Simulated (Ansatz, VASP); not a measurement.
**ZnS: VASP beside Ansatz**

The input INCAR:

```
SYSTEM = ZnS
ALGO = Normal
EDIFF = 1E-8
ENCUT = 520
GGA = PS
ISIF = 2
ISMEAR = -1
LASPH = .TRUE.
LCHARG = .FALSE.
LEFG = .TRUE.
LREAL = .FALSE.
LWAVE = .FALSE.
NBANDS = 16
NELM = 100
PREC = Accurate
SIGMA = 0.01
```

File KPOINTS:

```
k-points
0
G
  8 8 8
  0 0 0
```

File POSCAR:

```
ZnS
1.0
    0.0000000000      2.6819207741      2.6819207741
    2.6819207741      0.0000000000      2.6819207741
    2.6819207741      2.6819207741      0.0000000000
Zn S
1 1
Direct
    0.0000000000      0.0000000000      0.0000000000
    0.7500000000      0.7500000000      0.7500000000
```

Input for Ansatz:

```yaml
crystal:
  lattice:
    - [0.0, 2.6819207741, 2.6819207741]
    - [2.6819207741, 0.0, 2.6819207741]
    - [2.6819207741, 2.6819207741, 0.0]
  atoms:
    - { symbol: Zn, position: [0.0, 0.0, 0.0] }
    - { symbol: S, position: [0.75, 0.75, 0.75] }
kpoints:
  mp_grid: { grid: [8, 8, 8] }
scf:
  occupations: { method: fermi_dirac, width: 0.01 }
hamiltonian:
  xc: pbesol
  pseudopotentials: { kind: paw }
output:
  forces: true
  stress: true
  eigenvalues: true
  efg: { contact_densities: true }
  write_density: true
  write_potential: true
  elf: true
  volumetric_format: npy
```

Change from the starting cell: volume scaled by 0.975, PAW files.

Alike in both runs: task electric field gradients; functional PBEsol; k mesh 8 × 8 × 8; occupations fermi-dirac, width 0.01 eV; no spin polarisation.

|  | VASP | Ansatz |
| --- | --- | --- |
| version | VASP 6.6.1 | Ansatz 0.2.0 |
| potentials or method | VASP PAW PBE potentials, release 64 (Zn, S) | PAW with Ansatz's default frozen-core files, scalar-relativistic |
| plane-wave cutoff (eV) | 520 | 420 |
| valence electrons in the cell | 18 | 18 |

```csv
,VASP,Ansatz,Ansatz less VASP
gap on the k mesh at the Fermi level (eV),2.07,2.07,-0.007
pressure (GPa),-0.1,-0.3,-0.20
Vzz of the field gradient on the site that differs most (V/Å²),0.0,0.0,0.00
```

Caveats: the PAW data sets were made with another functional, which shifts forces and pressure a little (VASP).
